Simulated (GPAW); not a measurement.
## SnSe2 and the effect of the volume of the cell

The structure is trigonal, space group P-3m1 (No. 164). The conventional cell has a = 3.811 Å, b = 3.811 Å, c = 6.136 Å, α = 90.00°, β = 90.00°, γ = 120.00°. Sn (site symmetry -3m) has 6 Se at 2.68 Å as nearest neighbours. Around Se (site symmetry 3m) lie 3 Sn at 2.68 Å.

Kept alike: task dielectric tensor; functional PBE; k mesh 7 × 7 × 4; occupations fermi-dirac, width 0.001 eV; no spin polarisation. Program: GPAW, GPAW PAW data sets (gpaw-data 1.2.1), cutoff 400 eV. The mesh is that of the run's cell of 3 atoms. No spin-orbit coupling.

| volume of cell, f (times the cell shown) | free energy over the lowest row (meV/atom) |
| --- | --- |
| 0.94 | 108.68 |
| 0.96 | 76.38 |
| 0.98 | 50.55 |
| 1 | 30.55 |
| 1.02 | ? |
| 1.04 | 5.79 |
| 1.06 | 0.00 |

The cell shown is the unstrained one; x, y and z are its Cartesian axes; atoms keep their fractions.

Q: Fit the rows shown and predict the run at 1.02 times the cell shown.

A: A least-squares parabola through the rows shown is free energy = 6680.89 f² - 14259.5 f + 7608.96 (largest miss 0.704); at f = 1.02 it gives 15.02 meV/atom. The run gave: free energy over the lowest row 15.76 meV/atom.
